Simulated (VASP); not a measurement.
As:

```
As
1.0
    -2.70368    0.00000   -2.70368
     0.00000   -2.70368   -2.70368
    -2.70368   -2.70368    0.00000
As
2
Direct
  0.27635 0.22714 0.25690
  0.72365 0.77286 0.74310
```

The cell isn't the ideal one: all atoms moved at random.

```yaml
Program: VASP 6.6.1
Task: relaxation of cell and atoms
Functional: BLYP
Dispersion: D3(BJ)
Potentials_or_basis: VASP PAW PBE potentials, release 64 (As)
Cutoff: 600 eV
k_mesh: 9 × 9 × 9
Occupations: fermi-dirac, width 0.05 eV
Spin: no spin polarisation
```

At the start: pressure 2.9 GPa; volume 19.76 Å³/atom.

Where does the relaxation end?

Over 31 steps the energy falls by 63.6 meV/atom and the volume is 21.59 Å³/atom (+9.3 %); space group R-3m (No. 166, to 0.05 Å).

The path:
| step | energy change (eV) | largest force (eV/Å) | pressure (GPa) | volume (Å³) |
| --- | --- | --- | --- | --- |
| 1 | 0.0000 | 0.4804 | 2.86 | 39.53 |
| 2 | -0.0424 | 0.5332 | -0.68 | 41.58 |
| 3 | -0.0479 | 0.5389 | -2.17 | 42.62 |
| 4 | -0.0788 | 0.3194 | -1.38 | 42.72 |
| 5 | -0.0917 | 0.2153 | -0.38 | 42.80 |
| 6 | -0.0919 | 0.2415 | -0.23 | 42.81 |
| 7 | -0.0984 | 0.1575 | 0.14 | 42.68 |
| 8 | -0.0999 | 0.0966 | 0.47 | 42.57 |
| 9 | -0.1049 | 0.0959 | 0.08 | 42.83 |
| 10 | -0.1063 | 0.1278 | -0.21 | 43.03 |
| 11 | -0.1082 | 0.1074 | 0.15 | 42.94 |
| 12 | -0.1090 | 0.1485 | 0.52 | 42.85 |
| 13 | -0.1101 | 0.1559 | 0.47 | 42.91 |
| 14 | -0.1128 | 0.1780 | 0.40 | 43.06 |
| 15 | -0.1141 | 0.2613 | 0.41 | 43.37 |
| 16 | -0.1167 | 0.2112 | 0.00 | 43.63 |
| 17 | -0.1180 | 0.1517 | -0.54 | 44.00 |
| 18 | -0.1211 | 0.1273 | -0.36 | 43.84 |
| 19 | -0.1234 | 0.0986 | 0.03 | 43.53 |
| 20 | -0.1249 | 0.0551 | 0.02 | 43.45 |
| 21 | -0.1255 | 0.0464 | 0.03 | 43.36 |
| 22 | -0.1264 | 0.0216 | -0.02 | 43.34 |
| 23 | -0.1267 | 0.0173 | -0.06 | 43.33 |
| 24 | -0.1269 | 0.0228 | -0.01 | 43.27 |
| 25 | -0.1270 | 0.0291 | 0.03 | 43.22 |
| 26 | -0.1271 | 0.0121 | -0.03 | 43.20 |
| 27 | -0.1271 | 0.0122 | -0.02 | 43.21 |
| 28 | -0.1271 | 0.0072 | 0.01 | 43.18 |
| 29 | -0.1271 | 0.0035 | 0.05 | 43.16 |
| 30 | -0.1271 | 0.0070 | -0.04 | 43.21 |
| 31 | -0.1271 | 0.0047 | 0.00 | 43.19 |

Final structure:
```xyz
2
Lattice="-2.8789 0.1862 -2.8879 0.0011 -2.6971 -2.6895 -2.6957 -2.6914 -0.0008" Properties=species:S:1:pos:R:3 pbc="T T T"
As   -1.5176   -1.1768   -1.5196
As   -4.0558   -4.0255   -4.0587
```

Caveat: the PAW data sets were made with another functional, which shifts forces and pressure a little.
